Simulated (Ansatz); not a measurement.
**TlCl: the band gap up the ladder of functionals**

An exercise on one series of results from a longer session: the logs are not shown, and one member is left open.

Code: Ansatz 0.2.0. PAW datasets, plane waves. The values are computed, spin-unpolarised, and not measurements.

## The structure to begin with

The cell was relaxed beforehand with r2SCAN+rVV10.

Space group Pm-3m (No. 221), cubic; conventional cell a = 3.794 Å, 27.30 Å³ an atom. Around Tl lie 8 Cl at 3.29 Å; around Cl lie 8 Tl at 3.29 Å.

Coordinates:

```cif
data_structure
_symmetry_space_group_name_H-M 'P 1'
_symmetry_Int_Tables_number 1
_cell_length_a 3.7936
_cell_length_b 3.7936
_cell_length_c 3.7936
_cell_angle_alpha 90.000
_cell_angle_beta 90.000
_cell_angle_gamma 90.000
_cell_volume 54.60
loop_
_atom_site_label
_atom_site_type_symbol
_atom_site_fract_x
_atom_site_fract_y
_atom_site_fract_z
_atom_site_occupancy
Tl1 Tl 0.00000 0.00000 0.00000 1
Cl1 Cl 0.50000 0.50000 0.50000 1
```

The first run:

input.yaml reads:

```yaml
crystal:
  lattice:
    - [3.7936346943, 0.0, 0.0]
    - [0.0, 3.7936346943, 0.0]
    - [0.0, 0.0, 3.7936346943]
  atoms:
    - { symbol: Tl, position: [0.0, 0.0, 0.0] }
    - { symbol: Cl, position: [0.5, 0.5, 0.5] }
kpoints:
  mp_grid: { grid: [6, 6, 6] }
  band_path:
    path:
      - [[0.0, 0.0, 0.0], [-1.078773336211e-50, 0.5, -1.54639773447e-68], [0.5, 0.5, -6.768987526391e-35], [0.0, 0.0, 0.0], [0.5, 0.5, 0.5], [-1.078773336211e-50, 0.5, -1.54639773447e-68]]
      - [[0.5, 0.5, 0.5], [0.5, 0.5, -6.768987526391e-35]]
    npoints: 10
hamiltonian:
  xc: pbe
scf:
  occupations: { method: fermi_dirac, width: 0.02 }
  n_extra_bands: 4
output:
  forces: true
  stress: true
  eigenvalues: true
```

Run with:

```bash
$ ansatz run input.yaml --threads 2 --pin off --max-ram 29491MiB --backend cpu --events-out ev --progress --plain --runs-dir out
```

Among the steps run: Band structure with PBE; Single point with r2SCAN; HSE06; Single point with PBE+SOC; Single point with PBE0; LDA at the same geometry; G0W0 on PBE; Quasiparticle levels, G0W0@PBE; DDH-PBE0; HSE06+SOC; LC-ωPBE at the same geometry; r2SCAN0.

One of the session's tables, all rows but one given; the rest of the session is left out.

| level | gap (eV) |
| --- | --- |
| PBE | 1.99 |
| r2SCAN | 2.42 |
| HSE06 | 2.74 |
| PBE+SOC | 1.46 |
| PBE0 | 3.39 |
| LDA | 1.78 |
| G0W0@PBE (162 empty bands) | 3.00 |
| G0W0@PBE (404 empty bands) | 3.16 |
| DDH-PBE0 | 3.00 |
| HSE06+SOC | 2.21 |
| LC-ωPBE | 7.13 |
| r2SCAN0 | ? |

**Question.** Estimate the row for r2SCAN0.

The run gave: gap (eV): 3.69. In the column «gap (eV)» it lies between PBE0 (3.39) and LC-ωPBE (7.13).

Meshes: PBE 6×6×6, r2SCAN 6×6×6, HSE06 4×4×4, PBE+SOC 6×6×6, PBE0 4×4×4, LDA 6×6×6, DDH-PBE0 4×4×4, HSE06+SOC 4×4×4, LC-ωPBE 4×4×4, r2SCAN0 4×4×4.

Against G0W0@PBE, PBE is short by 1.17 eV, at 63 % of it, and r2SCAN 76 %. PBE0 lies 0.65 eV above HSE06, which differs from it by screening the long-range exchange. The levels disagree on whether the gap is direct. No extrapolation in bands, cutoff or mesh was made for G0W0.

Caveats from the session: Warnings in the runs' records: stress scf threshold loose, stress exchange threshold loose.
